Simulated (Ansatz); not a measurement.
# SnO2: the cost of one run

Program: Ansatz 0.2.0. Level of theory: DFT LDA, scalar-relativistic. These are calculated values, not measurements.

## (1) The structure to begin with

The structure is tetragonal, space group P4_2/mnm (No. 136). Conventional cell: a = 4.737 Å, b = 4.737 Å, c = 3.186 Å, α = 90.00°, β = 90.00°, γ = 90.00°. Sn (site symmetry mmm) has 6 O at 2.05 to 2.06 Å as nearest neighbours. Around O (site symmetry m2m) lie 3 Sn at 2.05 to 2.06 Å.

Structure file:

```
Sn O
1.0
     4.73735    0.00000    0.00000
     0.00000    4.73735    0.00000
     0.00000    0.00000    3.18640
Sn O
2 4
Direct
  0.00000 0.00000 0.00000
  0.50000 0.50000 0.50000
  0.30562 0.30562 0.00000
  0.19438 0.80562 0.50000
  0.69438 0.69438 0.00000
  0.80562 0.19438 0.50000
```

Atoms are numbered in the order of the input: Sn1, Sn2, O3, O4, O5, O6.

## (2) The deformed structure

Space group P4_2/mnm before, C2/m after.

## (3) LAPW, all electrons

Input file input.yaml:

```yaml
crystal:
  lattice:
    - [4.73735, -0.0473735, -0.0473735]
    - [-0.0473735, 4.73735, -0.0473735]
    - [-0.031864, -0.031864, 3.1864]
  atoms:
    - { symbol: Sn, position: [0.0, 0.0, 0.0] }
    - { symbol: Sn, position: [0.5, 0.5, 0.5] }
    - { symbol: O, position: [0.30562, 0.30562, 0.0] }
    - { symbol: O, position: [0.19438, 0.80562, 0.5] }
    - { symbol: O, position: [0.69438, 0.69438, 0.0] }
    - { symbol: O, position: [0.80562, 0.19438, 0.5] }
kpoints:
  mp_grid: { grid: [4, 4, 6] }
  band_path:
    path:
      - [0.0, 0.0, 0.0]
      - [0.0, 0.0, 0.5]
      - [-0.4949572384, 0.4949572384, 0.5]
      - [-0.5050427616, -0.4949572384, 0.5]
      - [-0.5, -0.5, 0.5]
      - [0.0, 0.0, 0.0]
      - [-0.5, 0.5, 0.0]
      - [-0.5, 0.0, 0.5]
      - [0.0, 0.0, 0.0]
    npoints: 5
scf:
  occupations: { method: fermi_dirac, width: 0.03 }
hamiltonian:
  xc: lda
  pseudopotentials: { kind: all_electron, lapw: { basis_error: 0.001 } }
output:
  forces: true
  stress: true
  eigenvalues: true
```

Started as:

```bash
$ ansatz run input.yaml --threads 2 --pin off --max-ram 8192MiB --backend cpu --events-out ev --progress --plain --runs-dir out
```

Q: Estimate wall time and peak memory on 2 threads of Intel Xeon 6975P-C (Granite Rapids), shared host.

About 23 s, with a peak of 0.71 GiB.
